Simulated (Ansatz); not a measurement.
# MgO (Pm-3m): energy and pressure against volume

The task here is to estimate one member of a computed series from the others.

Method: DFT PBE, scalar-relativistic, plane waves, PAW, in Ansatz 0.2.0.

## The starting structure

The structure is cubic, space group Pm-3m (No. 221). The conventional cell has a = 2.661 Å, b = 2.661 Å, c = 2.661 Å, α = 90.00°, β = 90.00°, γ = 90.00°. Around Mg (site symmetry m-3m) lie 8 O at 2.30 Å. O (site symmetry m-3m) is surrounded by 8 Mg at 2.30 Å.

Coordinates:

```cif
data_structure
_symmetry_space_group_name_H-M 'P 1'
_symmetry_Int_Tables_number 1
_cell_length_a 2.6606
_cell_length_b 2.6606
_cell_length_c 2.6606
_cell_angle_alpha 90.000
_cell_angle_beta 90.000
_cell_angle_gamma 90.000
_cell_volume 18.83
loop_
_atom_site_label
_atom_site_type_symbol
_atom_site_fract_x
_atom_site_fract_y
_atom_site_fract_z
_atom_site_occupancy
Mg1 Mg 0.00000 0.00000 0.00000 1
O1 O 0.50000 0.50000 0.50000 1
```

This cell comes from an earlier session at PBE: 9.417 Å³/atom at -0.11 GPa, on a 14×14×14 mesh.

The first run:

input.yaml

```yaml
crystal:
  lattice:
    - [2.6246090268, 0.0, 0.0]
    - [0.0, 2.6246090268, 0.0]
    - [0.0, 0.0, 2.6246090268]
  atoms:
    - { symbol: Mg, position: [0.0, 0.0, 0.0] }
    - { symbol: O, position: [0.5, 0.5, 0.5] }
basis:
  ecutwfc: 420
  ecutrho_ratio: 4
kpoints:
  mp_grid: { grid: [14, 14, 14] }
hamiltonian:
  xc: pbe
scf:
  occupations: { method: gaussian, width: 0.05 }
output:
  forces: true
  stress: true
  eigenvalues: true
```

Launch:

```sh
$ ansatz run input.yaml --threads 1 --pin off --max-ram 2560MiB --backend cpu --events-out ev --progress --plain --runs-dir out
```

Steps of the session up to this table: Volume × 0.96; Volume × 1.04; Volume × 0.92; Volume × 0.88; Volume × 0.84; Volume × 0.8; Volume × 0.76; Volume × 0.72; Volume × 0.68; Volume × 0.64.

One table of the session follows, with a row left open; its other results are not shown here.

| volume (Å³/atom) | energy above the lowest (meV/atom) | pressure (GPa) | gap on the mesh (eV) |
| --- | --- | --- | --- |
| 6.027 | 1107.8 | 153.6 | 6.52 |
| 6.403 | ? | ? | ? |
| 6.780 | 550.5 | 88.8 | 5.93 |
| 7.157 | 369.2 | 66.3 | 5.20 |
| 7.533 | 235.0 | 48.5 | 4.56 |
| 7.910 | 138.3 | 34.3 | 3.99 |
| 8.287 | 71.7 | 22.8 | 3.48 |
| 8.663 | 29.4 | 13.5 | 3.03 |
| 9.040 | 6.7 | 6.0 | 2.63 |
| 9.417 | 0.0 | -0.1 | 2.26 |
| 9.793 | 6.4 | -5.1 | 1.93 |

**Question.** Estimate the row for volume (Å³/atom) = 6.403.

Worked estimate for «energy above the lowest (meV/atom)». A straight line through the neighbours (6.027, 1107.8) and (6.780, 550.5) gives 1107.8 + (550.5 − 1107.8) × (6.403 − 6.027) / (6.780 − 6.027) = 829.5; a parabola fitted to 3 rows on both sides gives 797.0.

The run gave: energy above the lowest (meV/atom): 791.2; pressure (GPa): 117.2; gap on the mesh (eV): 6.29. In «energy above the lowest (meV/atom)» the line misses by +38.3 and the parabola by +5.8.

To keep in mind: Other structures may be lower in enthalpy at these pressures.
